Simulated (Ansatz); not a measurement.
# InAs (F-43m) in Ansatz: notebook

Runs on InAs. Level: LDA. Tasks: phonons, elastic constants.

All numbers are computed with Ansatz 0.2.0; they aren't measurements. Logs are shortened: lines on timing, memory, paths and dates and some standing lists are left out, and cuts for length are marked.

**What was measured.**

From a printed reference work, data compilation, for a bulk crystal of InAs at 4.2 K: band gap 0.418 eV (direct).

The results are compared with them further down.

## (1) Starting point

It takes space group F-43m (No. 216, cubic). Conventional cell: a = 6.036 Å, b = 6.036 Å, c = 6.036 Å, α = 90.00°, β = 90.00°, γ = 90.00°. Around In (site symmetry -43m) lie 4 As at 2.61 Å. As (site symmetry -43m) is surrounded by 4 In at 2.61 Å.

## (2) Phonons, LDA

File input.yaml:

```yaml
crystal:
  lattice:
    - [0.0, 3.018, 3.018]
    - [3.018, 0.0, 3.018]
    - [3.018, 3.018, 0.0]
  atoms:
    - { symbol: In, position: [0.0, 0.0, 0.0] }
    - { symbol: As, position: [0.75, 0.75, 0.75] }
hamiltonian:
  xc: lda
  pseudopotentials: { kind: paw }
kpoints:
  mp_grid: { grid: [6, 6, 6] }
scf:
  occupations: { method: fermi_dirac, width: 0.05 }
phonons:
  method: dfpt
  qmesh: [2, 2, 2]
  temperatures: { t_max: 1000, t_step: 100 }
  qpath:
    path:
      - [[0.0, 0.0, 0.0], [0.5, 0.0, 0.5], [0.5, 0.25, 0.75], [0.375, 0.375, 0.75], [0.0, 0.0, 0.0], [0.5, 0.5, 0.5], [0.625, 0.25, 0.625], [0.5, 0.25, 0.75], [0.5, 0.5, 0.5], [0.375, 0.375, 0.75]]
      - [[0.625, 0.25, 0.625], [0.5, 0.0, 0.5]]
    npoints: 8
```

Potentials or basis: Ansatz PAW.

On the command line:

```console
$ ansatz run input.yaml --threads 2 --pin off --max-ram 5632MiB --backend cpu --events-out ev --progress --plain --runs-dir out
```

Standard output:

```text
Warning: phonons: the dynamical matrix that this run interpolates holds no multipole term above the dipole-dipole one, and a site of this crystal is no centre of inversion, so its interpolated transverse optical and acoustic branches and sound speeds can stay off near Gamma, and the density of states and the thermodynamics with them. What a run solves at a wave vector of phonons.qpoints, Gamma apart, where the deck admits one, is free of this, and under fd what a larger phonons.supercell samples
Warning: RAYON_NUM_THREADS=2 ignored (pool sized by the plan → 2); use --threads N
Engine: ansatz 0.2.0, x86_64-unknown-linux-gnu
Pseudopotentials: kind: paw
Pseudopotential: In, paw, valence charge 13, recommended cutoff 420 eV (normal), In.paw.azcp
Pseudopotential: As, paw, valence charge 15, recommended cutoff 420 eV (normal), As.paw.azcp
Functional definition: SPW92
  exchange = slater_x
  correlation = pw_c
Crystal: 2 atoms, lattice volume = 54.978 Å³
Basis set: ecut = 420 eV, 1067 PW (Γ), exchange–correlation on 60×60×60 points (8 copies of the dense FFT grid, shifted against one another)
Bands: 18, of which v1, the nominal top of the filled ones, is band 14 counted from 1 (13 counted from 0)
Symmetry: 24 space group operations
k-points: 16 of 216 (time reversal used)
Non-local potential: In, projectors of the file, l = 0: 2, l = 1: 2, l = 2: 2, l = 3: 2
Non-local potential: As, projectors of the file, l = 0: 2, l = 1: 2, l = 2: 3, l = 3: 1
PAW form: soft (Blöchl's): semilocal exchange-correlation on the pseudo side does not see the compensation charge
PAW frozen core: In, regenerated for the run's functional, and the local potential with it (the file was generated under x = pbe(κ = 0.804, μ = 0.2195149727645171), c = pbe(β = 0.06672455060314922))
PAW frozen core: As, regenerated for the run's functional, and the local potential with it (the file was generated under x = pbe(κ = 0.804, μ = 0.2195149727645171), c = pbe(β = 0.06672455060314922))
PAW one-centre angular grid: In, 590 points (default); XC on 64 Gauss nodes
PAW one-centre angular grid: As, 590 points (default); XC on 64 Gauss nodes
Initial density: superposition of atomic densities (neutral atoms: chi_scale 0, normalization atom), corrected by the library's trained network
Initial wavefunctions: pseudopotential atomic-orbital guess
Functional: x = slater, c = lda
SCF iter   1: F=—  HF=-10231.233152 eV  |F-HF|=—  |Δ(HF+E_count)|=         —  Δρ=6.87e-3  dr2=1.99e-2  ethr=1.77e-3  ⟨swp⟩=6.0  Hψ=1439  notcnv=0
preconditioner: auto → none  [insulator: Δε(μ)=0.748 eV  Ē_g=14.604 eV  σ=0.050 eV  W_gap=0.67  n_scr=14 (ndim 8)  ℏωp=21.2 eV  f_vac=0.106  D(μ)=0.12/eV (n_scr^D=0)  ε∞_Penn≈3.1]
SCF iter   2: F=—  HF=-10231.225916 eV  |F-HF|=—  |Δ(HF+E_count)|=   7.24e-3  Δρ=2.31e-3  dr2=1.34e-3  ethr=7.10e-5  ⟨swp⟩=2.9  Hψ=622  notcnv=0
SCF iter   3: F=—  HF=-10231.225730 eV  |F-HF|=—  |Δ(HF+E_count)|=   1.86e-4  Δρ=7.06e-4  dr2=1.72e-4  ethr=4.77e-6  ⟨swp⟩=2.1  Hψ=515  notcnv=0
SCF iter   4: F=—  HF=-10231.225705 eV  |F-HF|=—  |Δ(HF+E_count)|=   2.56e-5  Δρ=2.16e-4  dr2=1.86e-5  ethr=6.16e-7  ⟨swp⟩=2.0  Hψ=513  notcnv=0
SCF iter   5: F=—  HF=-10231.225700 eV  |F-HF|=—  |Δ(HF+E_count)|=   5.04e-6  Δρ=2.07e-5  dr2=1.82e-7  ethr=6.63e-8  ⟨swp⟩=2.0  Hψ=430  notcnv=0
SCF iter   6: F=—  HF=-10231.225698 eV  |F-HF|=—  |Δ(HF+E_count)|=   1.64e-6  Δρ=4.32e-6  dr2=1.07e-8  ethr=6.49e-10  ⟨swp⟩=2.9  Hψ=562  notcnv=0
SCF iter   7: F=—  HF=-10231.225698 eV  |F-HF|=—  |Δ(HF+E_count)|=  4.73e-10  Δρ=5.82e-7  dr2=1.15e-10  ethr=3.81e-11  ⟨swp⟩=2.9  Hψ=523  notcnv=0
SCF iter   8: F=-10231.225698 eV  HF=-10231.225698 eV  |F-HF|=7.28e-12  |Δ(HF+E_count)|=  1.82e-11  Δρ=6.35e-8  dr2=1.07e-12  ethr=1.00e-12  ⟨swp⟩=6.0  Hψ=1287  notcnv=0
SCF 1 converged in 8 iterations: F = -10231.225698 eV  dr2 = 1.07e-12
Initial density: read from a saved state, or passed on in memory by an earlier SCF of this step, an earlier step, the calling program or the single point that the run made first
iter 1 solved again at ethr=3.03e-7 eV; its pass at ethr=3.10e-3 eV (dr2=8.47e-5 eV) is discarded
SCF iter   1: F=—  HF=-10231.225697 eV  |F-HF|=—  |Δ(HF+E_count)|=         —  Δρ=1.27e-6  dr2=2.70e-10  ethr=3.03e-7  ⟨swp⟩=2.4  Hψ=2083  notcnv=0
eigensolver tolerance schedule: the retry pair's looser diagonalisation over-reported the residual by 313609.72 of it (diagonalisation noise at an unbounded share of the residual, at the tolerance the schedule requests for it); recorded, not acted on — ethr = c·dr2/N_el stays at c = 1.0e-1
preconditioner: auto → none  [insulator: Δε(μ)=0.794 eV  Ē_g=14.646 eV  σ=0.050 eV  W_gap=0.67  n_scr=14 (ndim 8)  ℏωp=21.2 eV  f_vac=0.089  D(μ)=0.13/eV (n_scr^D=0)  ε∞_Penn≈3.1]
SCF iter   2: F=—  HF=-10231.225698 eV  |F-HF|=—  |Δ(HF+E_count)|=   7.88e-7  Δρ=7.90e-7  dr2=1.17e-10  ethr=1.00e-12  ⟨swp⟩=3.8  Hψ=769  notcnv=0
SCF iter   3: F=—  HF=-10231.225698 eV  |F-HF|=—  |Δ(HF+E_count)|=  4.73e-11  Δρ=4.58e-7  dr2=3.61e-11  ethr=1.00e-12  ⟨swp⟩=1.0  Hψ=288  notcnv=0
[... 11 lines left out ...]
SCF 3 converged in 3 iterations: F = -10231.224808 eV  dr2 = 5.55e-11
NSCF: frozen V_eff on 21 k-points
phonons: the run's symmetry doesn't show that the Born effective charges vanish, and it interpolates frequencies without the dipole-dipole term. In a polar insulator or semiconductor they then lack LO-TO splitting, and the branches near Gamma, sound speeds, density of states, thermodynamics and thermal conductivity can be off. Where the input admits it, phonons.dielectric: true or phonons.non_analytic_term supplies the term (a sheet's or wire's own needs phonons.isolated: true). The run goes on without its unit cell's response to a homogeneous field, whose tensors the term is made of, since a DFPT response about bands that are each full or empty needs each spin channel's highest filled band to stand apart from its lowest empty one at every k-point that it solves. Channel 0 fills its lowest 14 bands, and at k = (0, 0, 0) (k in fractional coordinates) the highest filled band, 7.614732 eV, and the lowest empty band, 7.614732 eV, cannot be told apart: 2.665e-15 eV apart, within the solve's uncertainty, 1.000e-5 eV. If they are one level, only part of it is filled, and the response would follow whichever part the eigensolver returned. If the two levels are distinct, lower that uncertainty (tighten scf.convergence.dr2_threshold (if unset, the value in force may already be tighter than the key's default, set by another part of the input; each SCF's setup event in the run's event stream (--events-out) reports it as dr2_threshold_ev); where that does not lower it, raise scf.n_extra_bands). Where the level is cut at k + q alone, scf.occupations.method: fixed can fill it evenly if scf.n_extra_bands reaches past it. Otherwise scf.occupations.method: fermi_dirac with the default scf.occupations.width fills such a level evenly, which leaves it partly filled; phonons of such a state are solved with smeared occupations, and only at a wavevector that carries the k mesh onto itself, and their frequencies are to be checked against a denser k mesh; the response to a homogeneous field is undefined for such a state. See scf.occupations.method, Limitations, in the input reference. phonons.dielectric: true is no way round that: under method: fd it ends the run on it; phonons.dielectric: false leaves the calculation out
NSCF: frozen V_eff on 16 k-points
NSCF: frozen V_eff on 30 k-points
DFPT response loops at q = (0, 0, 0) (fractional): preconditioner auto → Kerker (q_TF=auto, 2.438 Å⁻¹) (partly filled bands, converged f_vac=0.089); β = 1.00, the filter's whole step (`scf.mixing.beta` (0.50) is not read by the response loops under this deck's `scf.mixing.preconditioner`; to damp them name `kerker` or `kerker_dos`, under which they read `scf.mixing.beta`, and type it under 1.00, their step now; both keys bind the ground state too); Broyden in place of MSR1
NSCF: frozen V_eff on 136 k-points
DFPT response loops at q = (0, 0, -0.5) (fractional): mixed as the last ones told, above
NSCF: frozen V_eff on 92 k-points
DFPT response loops at q = (0, -0.5, -0.5) (fractional): mixed as the last ones told, above
SCF converged after 8 iterations
Free energy (F): -10231.225698 eV
Harris-Foulkes:  -10231.225698 eV  (|F-HF|=7.28e-12)
Internal energy: -10231.224767 eV  (E = F + TS)
E sigma→0 (E₀):  -10231.225232 eV
Entropy (-TS):   -0.000931 eV (-0.465 meV/atom)
Fermi energy:    7.650404 eV
--- Per-component energies (eV) ---
  E_band       = -320.243093
  E_kinetic    = 348.420925
  E_local      = -3278.417096  (includes V_loc(G=0)·N_el)
  E_nonlocal   = -294.990606
  E_hartree    = 1581.527714
  E_xc         = -292.523127
  E_vxc        = -180.758816  (∫ρ·V_xc dr)
  E_paw        = -5769.802959  (= ΣΔE_a)
  E_vpaw       = -77.552926  (= ΣTr[D̂ρ^β])
  E_aug_tail   = 0.000035  (compensation charges beyond the density's cutoff)
  E_ewald      = -2527.799418
  E_core_change = 2.359766  (= ΣΔE_core)
  E_smearing   = -0.000931  (= −TS)
  E_closure    = 0.000000  (closes the sum)
  Σ components = -10231.225698   (vs F -10231.225698, Δ=0.00e0)
--- Band table (eV; the first three rows and the last of 16) ---
  k-point 0: bands = ["-27.5338", "-27.5338", "-27.5338", "-27.5256", "-27.5256", "-6.7426", "-6.7426", "-6.7426", "-6.6120", "-6.6120", "-4.3594", "7.1974", "7.6147", "7.6147", "7.6147", "11.4450", "11.4450", "11.4450"]
  k-point 1: bands = ["-27.5339", "-27.5338", "-27.5338", "-27.5255", "-27.5255", "-6.7796", "-6.7324", "-6.7324", "-6.6121", "-6.6121", "-4.0718", "5.0101", "7.2936", "7.2936", "8.7204", "11.8289", "11.8950", "11.8950"]
  k-point 2: bands = ["-27.5339", "-27.5337", "-27.5337", "-27.5255", "-27.5255", "-6.8460", "-6.7158", "-6.7158", "-6.6084", "-6.6084", "-3.3581", "2.7783", "6.8063", "6.8063", "8.5653", "12.2680", "12.2680", "13.6338"]
  k-point 15: bands = ["-27.5341", "-27.5336", "-27.5333", "-27.5256", "-27.5252", "-6.9197", "-6.6819", "-6.6647", "-6.6351", "-6.5988", "-2.2764", "1.7652", "4.7566", "4.8062", "10.5936", "10.9645", "13.9547", "14.5022"]
--- Phonons (Γ-DFPT): 2 representative perturbations + reference (Σ response iterations 6) ---
  ASR residual: 1.218e-4 → 0.000e0 eV/Å²; symmetrization residual: 1.115e-7 eV/Å²
  ASR residual per site (eV/Å²): 1.22e-4 6.87e-5
  Γ frequencies (cm⁻¹): 0.00 0.00 0.00 210.10 210.10 210.10
--- Phonons (arbitrary-q DFPT): 3 irreducible q on the 2×2×2 mesh ---
  q = [0.0000, 0.0000, 0.0000] (star 1, of the zone-centre solve; hermiticity 3.03e-8, symmetrization 5.93e-12): -0.00 -0.00 0.00 210.10 210.10 210.10
  q = [0.0000, 0.0000, -0.5000] (star 4, 2 solved perturbations on 68 of 216 k-point pairs; hermiticity 9.03e-7, symmetrization 4.13e-12): 41.47 41.47 149.11 204.20 213.04 213.04
  q = [0.0000, -0.5000, -0.5000] (star 3, 4 solved perturbations in 152 linear systems a pass and spin channel, the states on 46 of 216 k-point pairs; hermiticity 3.39e-7, symmetrization 1.44e-12): 50.67 50.67 167.16 195.66 213.65 213.65
  sum rule: each row above includes the acoustic sum rule's correction from the zone centre's row sums; it moved no ω² by more than (0.54 cm⁻¹)²
  mesh force constants: q→R imaginary residual 5.06e-17; ASR residual 1.218e-4 → 0.000e0 eV/Å²; symmetrization residual 5.329e-15 eV/Å²
  interpolated dispersion: 82 rows × 6 modes
  density of states and harmonic sums: on the 18×18×18 q-mesh, interpolated from the force constants of a 2×2×2 supercell (no non-analytic term)
  largest difference from the sums on the solved wave vectors: F 7.17e-2 eV, S 1.04e-4 and C_V 3.23e-5 eV/K
  zero-point energy: 0.053822 eV/cell   skipped modes (ω ≤ 0): 3   left out of the sums: 8.57e-5 of the cell's modes: C_V's classical limit lies that fraction below 3 k_B per atom; for a crystal, a wire or a layer, F and S can be off by more, and a phonons.interpolated_qmesh denser along its periods is the remedy for the sampling
```

Run time: 34 s. Hardware: 2 threads of Intel Xeon at 2.70GHz, shared host; peak memory 0.54 GiB.

What came out:

```yaml
Free_energy: -10231.2257 eV
Band_gap_on_the_k_mesh: none (metal or under the smearing width)
Highest_phonon_frequency: 214 cm⁻¹
```

Levels at points of the mesh, in eV from the Fermi level:
| k point | band 10 | band 11 | band 12 | band 13 | band 14 | band 15 | band 16 | band 17 | band 18 |
| --- | --- | --- | --- | --- | --- | --- | --- | --- | --- |
| (0.00, 0.00, 0.00) | -14.26 | -12.01 | -0.45 | -0.04 | -0.04 | -0.04 | 3.79 | 3.79 | 3.79 |
| (0.00, 0.00, -0.50) | -14.25 | -10.51 | -5.91 | -1.04 | -1.04 | 0.76 | 4.58 | 4.58 | 6.66 |
| (0.00, -0.50, -0.50) | -14.24 | -9.97 | -5.99 | -2.40 | -2.40 | 1.38 | 1.91 | 8.99 | 9.13 |

Phonon frequencies in cm⁻¹ (negative: imaginary):
| q point | frequencies |
| --- | --- |
| (0.000, 0.000, 0.000) | 0 0 0 210 210 210 |
| (0.000, 0.000, -0.500) | 41 41 149 204 213 213 |
| (0.000, -0.500, -0.500) | 51 51 167 196 214 214 |

Caveat: the q mesh is small, so phonon branches between its points and thermal values are rough; the PAW data sets come from PBE, with cores solved anew for the run's functional, which leaves a small shift of forces and pressure; this crystal is a semiconductor, whose small gap the functional closes, so the metal is an error of the method.

[end of part 1 of 2]
